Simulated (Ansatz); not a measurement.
# SrO: stress in a strained cell

Aim: deform SrO (equal xy, yz and zx engineering shear strains of -3 %) and compute stress, forces and field gradients with LAPW, PAW and all-electron datasets made for the crystal.

Method: DFT LDA, scalar-relativistic, in Ansatz 0.2.0.

### 1 Starting point

Symmetry: Fm-3m, No. 225, cubic system. The conventional cell has a = 5.140 Å, b = 5.140 Å, c = 5.140 Å, α = 90.00°, β = 90.00°, γ = 90.00°. Sr (site symmetry m-3m) is surrounded by 6 O at 2.57 Å. O (site symmetry m-3m) has 6 Sr at 2.57 Å as nearest neighbours.

Coordinates:

```
Sr O
1.0
     0.00000    2.56980    2.56980
     2.56980    0.00000    2.56980
     2.56980    2.56980    0.00000
Sr O
1 1
Direct
  0.00000 0.00000 0.00000
  0.50000 0.50000 0.50000
```

Atoms are numbered in the order of the input: Sr1, O2.

### 2 The deformed structure

Space group Fm-3m before, R-3m after.

### 3 Full-potential LAPW

Input file input.yaml:

```yaml
crystal:
  lattice:
    - [-0.077094, 2.531253, 2.531253]
    - [2.531253, -0.077094, 2.531253]
    - [2.531253, 2.531253, -0.077094]
  atoms:
    - { symbol: Sr, position: [0.0, 0.0, 0.0] }
    - { symbol: O, position: [0.5, 0.5, 0.5] }
kpoints:
  mp_grid: { grid: [8, 8, 8] }
  band_path:
    path:
      - [0.0, 0.0, 0.0]
      - [0.5, 0.5, 0.5]
      - [0.2579113083, 0.5, 0.7420886917]
      - [-0.2579113083, 0.2579113083, 0.5]
      - [0.0, 0.0, 0.5]
      - [0.0, 0.0, 0.0]
      - [-0.3789556542, 0.0, 0.3789556542]
      - [0.0, 0.3789556542, 0.6210443458]
      - [0.0, 0.5, 0.5]
    npoints: 5
scf:
  occupations: { method: fermi_dirac, width: 0.02 }
hamiltonian:
  xc: lda
  pseudopotentials: { kind: all_electron, lapw: { basis_error: 0.00025 } }
output:
  forces: true
  stress: true
  eigenvalues: true
```

Run with:

```
$ ansatz run input.yaml --threads 1 --pin off --max-ram 3072MiB --backend cpu --events-out ev --progress --plain --runs-dir out
```

### 4 PAW on the default files

Input file input.yaml:

```yaml
crystal:
  lattice:
    - [-0.077094, 2.531253, 2.531253]
    - [2.531253, -0.077094, 2.531253]
    - [2.531253, 2.531253, -0.077094]
  atoms:
    - { symbol: Sr, position: [0.0, 0.0, 0.0] }
    - { symbol: O, position: [0.5, 0.5, 0.5] }
kpoints:
  mp_grid: { grid: [8, 8, 8] }
scf:
  occupations: { method: fermi_dirac, width: 0.02 }
hamiltonian:
  xc: lda
  pseudopotentials: { kind: paw }
output:
  forces: true
  stress: true
  eigenvalues: true
  efg: { contact_densities: true }
```

### 5 All-electron PAW on datasets made for the crystal

input.yaml: that of step 4 with these lines changed.

```diff
@@ -14,3 +14,3 @@
   xc: lda
-  pseudopotentials: { kind: paw }
+  pseudopotentials: { kind: all_electron, datasets: crystal }
 output:
```

(Steps that only read results are left out.)

**Question.** What will these runs give? Wanted: pressure; largest shear or deviatoric stress.

As calculated:

| quantity | value |
| --- | --- |
| pressure | LAPW -4.20, PAW -4.21, crystal datasets -4.20 GPa |
| largest shear or deviatoric stress (LAPW) | 1.57 GPa |

In words: The largest part of the stress beyond the pressure is 1.57 GPa in size; the atoms are carried along and not relaxed. No run of the undeformed cell stands beside it, so the pressure holds what the given cell had before the change. PAW: stress within 0.01 GPa of LAPW. Crystal datasets: stress within 0.01 GPa of LAPW.
